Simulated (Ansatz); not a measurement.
# InSe under changes of volume

One of the cells (29.237 Å³/atom); the others are scaled copies at fixed shape and fractional positions:

```
CELL_PARAMETERS angstrom
2.00000 1.15470 8.44000
-2.00000 1.15470 8.44000
0.00000 -2.30940 8.44000
ATOMIC_POSITIONS crystal
In 0.88860 0.88860 0.88860
In 0.00000 0.00000 0.00000
Se 0.17190 0.17190 0.17190
Se 0.38350 0.38350 0.38350
```

* Program: Ansatz 0.2.0
* Functional: LDA
* Potentials or basis: all-electron LAPW, scalar-relativistic
* Cutoff: 251 eV (chosen from the basis error)
* Basis error allowed: 0.002 eV/atom
* k mesh: 8 × 8 × 8
* Occupations: fermi-dirac, width 0.05 eV
* Spin: no spin polarisation

| volume (Å³/atom) | energy over the lowest point (meV/atom) | pressure (GPa) | gap on the mesh (eV) | largest force (eV/Å) |
| --- | --- | --- | --- | --- |
| 27.483 | 5.11 | 2.0 | 0.39 | 0.506 |
| 28.068 | 0.34 | 0.7 | 0.33 | 0.411 |
| 28.652 | 0.00 | -0.5 | 0.27 | 0.321 |
| 29.237 | 3.59 | -1.5 | 0.22 | 0.237 |
| 29.822 | 10.67 | -2.4 | 0.17 | 0.218 |
| 30.406 | 20.86 | -3.2 | 0.13 | 0.348 |
| 30.991 | ? | ? | ? | ? |

Task: What does the run at 30.991 Å³/atom give?

Result: Energy over the lowest point 33.79 meV/atom; pressure -3.9 GPa; gap on the mesh 0.09 eV; largest force 0.469 eV/Å.

Worked out: A Birch-Murnaghan fit of order 3 (a polynomial in V^(-2/3)) to the other rows has its minimum at 28.41 Å³/atom with B0 = V·E''(V) = 55 GPa and B' = 4.7 at fixed shape and positions, which overstates the stiffness. It gives 33.83 meV/atom at 30.991 Å³/atom, against the run's 33.79, and -dE/dV = -3.9 GPa, against -3.9.

Energies are extrapolated to zero smearing.

Caveats: spin-orbit coupling is left out, which moves the levels of the heavy elements.

A mesh can miss the band edges.
